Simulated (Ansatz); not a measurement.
# HF/STO-3G run of C3H6O (SMILES CC(C)=O)

What is the electronic atomisation energy of C3H6O at HF/STO-3G? 

Program for the calculation: Ansatz 0.2.0.

48 further runs of the same task are left out: 48 set aside as unsound or not needed.

## 1. Starting point

C3H6O: 10 atoms, total charge 0, spin state singlet. As SMILES, `CC(C)=O`. The shape is that of a PBE0-D4/def2-TZVP optimisation.

Bond lengths: C1–C2 1.506 Å, C2–C3 1.506 Å, C2–O4 1.206 Å, C1–H5 1.093 Å, C1–H6 1.094 Å, C1–H7 1.088 Å, C3–H8 1.094 Å, C3–H9 1.088 Å, C3–H10 1.093 Å. Some angles: C1–C2–C3 116.4°, C1–C2–O4 121.8°, C3–C2–O4 121.8°, C2–C1–H5 110.6°, C2–C1–H6 109.7°, C2–C1–H7 110.1°, C2–C3–H8 109.7°, C2–C3–H9 110.1°, C2–C3–H10 110.6°, H5–C1–H6 106.8°.

## 2. A single-point energy at HF/STO-3G

molecule.yaml reads:

```yaml
basis:
  gaussian:
    orbitals: STO-3G
crystal:
  periodic: [false, false, false]
  atoms:
    - symbol: C
      position_ang: [-0.763500, 0.843700, -0.605500]
    - symbol: C
      position_ang: [0.498000, 0.046700, -0.400600]
    - symbol: C
      position_ang: [0.525100, -0.866200, 0.797100]
    - symbol: O
      position_ang: [1.435000, 0.134800, -1.154100]
    - symbol: H
      position_ang: [-1.637300, 0.186500, -0.611300]
    - symbol: H
      position_ang: [-0.898500, 1.540800, 0.227000]
    - symbol: H
      position_ang: [-0.707800, 1.399400, -1.539600]
    - symbol: H
      position_ang: [-0.233900, -1.646100, 0.683600]
    - symbol: H
      position_ang: [1.506700, -1.325600, 0.895800]
    - symbol: H
      position_ang: [0.276100, -0.314000, 1.707400]
hamiltonian:
  xc: hf
accuracy: high
output: {orbitals: {seedname: orbitals}}
```

On the command line:

```
$ ansatz run molecule.yaml --threads 1 --pin off --max-ram 3480MiB --events-out events.jsonl --progress --plain --runs-dir runs
```

Log:

```text
Warning: RAYON_NUM_THREADS=1 ignored (pool sized by the plan → 1); use --threads N
Functional definition: HF
  name "HF"
  exchange = exact_x
  correlation = 0
531 factors; integrals over basis functions are off by at most 3.8e-9 eV
mean field evaluation 1: about -5153.2307 eV, gradient 3.4e1 eV
mean field evaluation 2: about -5153.4147 eV, gradient 3.4e1 eV
mean field evaluation 4: about -5157.4104 eV, gradient 2.7e0 eV
mean field evaluation 8: about -5157.4603 eV, gradient 7.0e-2 eV
mean field -5157.46030354 eV, -189.5331703029 hartree, gradient 9.5e-9 eV, S^2 0.000000; 0 other end points of the search recorded, 0 dependent functions left out
reference -5157.46030354 eV, -189.5331703029 hartree; 16, 16 occupied and 10, 10 virtual orbitals, 531 factors
Total energy: -5157.46030354 eV, -189.5331703029 hartree
```

It took 0.18 s on 1 thread of Arm Neoverse V2, shared host.

## 3. The C atom, same level

in.yaml reads:

```yaml
crystal:
  periodic: [false, false, false]
  atoms:
    - symbol: C
      position_ang: [0.000000, 0.000000, 0.000000]
basis:
  gaussian:
    orbitals: STO-3G
magnetization:
  spin_polarized: true
  initial_magnetization: 2
hamiltonian:
  xc: hf
accuracy: high
```

Run the same way, it converges to -37.19839 Eh (log not shown).

## 4. The H atom

run.yaml reads:

```yaml
crystal:
  periodic: [false, false, false]
  atoms:
    - {symbol: H, position_ang: [0.000000, 0.000000, 0.000000]}
basis:
  gaussian:
    orbitals: STO-3G
accuracy: high
hamiltonian:
  xc: hf
magnetization:
  spin_polarized: true
  initial_magnetization: 1
```

Run the same way, it converges to -0.46658 Eh (log not shown).

## 5. The O atom at the same level

run.yaml reads:

```yaml
basis:
  gaussian: {orbitals: STO-3G}
crystal:
  periodic: [false, false, false]
  atoms:
    - {symbol: O, position_ang: [0.000000, 0.000000, 0.000000]}
accuracy: high
magnetization: {spin_polarized: true, initial_magnetization: 2}
hamiltonian: {xc: hf}
```

Run the same way, it converges to -73.80415 Eh (log not shown).

## 6. What came out

Level: HF/STO-3G.

```
                     quantity          value
       molecule: total energy  -189.53317 Eh
        molecule: HOMO energy       -8.81 eV
        molecule: LUMO energy        8.17 eV
      molecule: HOMO–LUMO gap       16.98 eV
         C atom: total energy   -37.19839 Eh
                 C atom: ⟨S²⟩          2.000
         H atom: total energy    -0.46658 Eh
                 H atom: ⟨S²⟩          0.750
         O atom: total energy   -73.80415 Eh
                 O atom: ⟨S²⟩          2.000
electronic atomisation energy      36.310 eV
```

Taking the molecule apart into free atoms costs 36.31 eV (837 kcal/mol), before zero-point energy and without spin-orbit coupling. Hartree–Fock lacks the correlation of the bonding pairs, which as a rule makes this value much too low; in minimal bases other errors can mask that. In a minimal basis such a difference can be off by several eV, whatever the method.
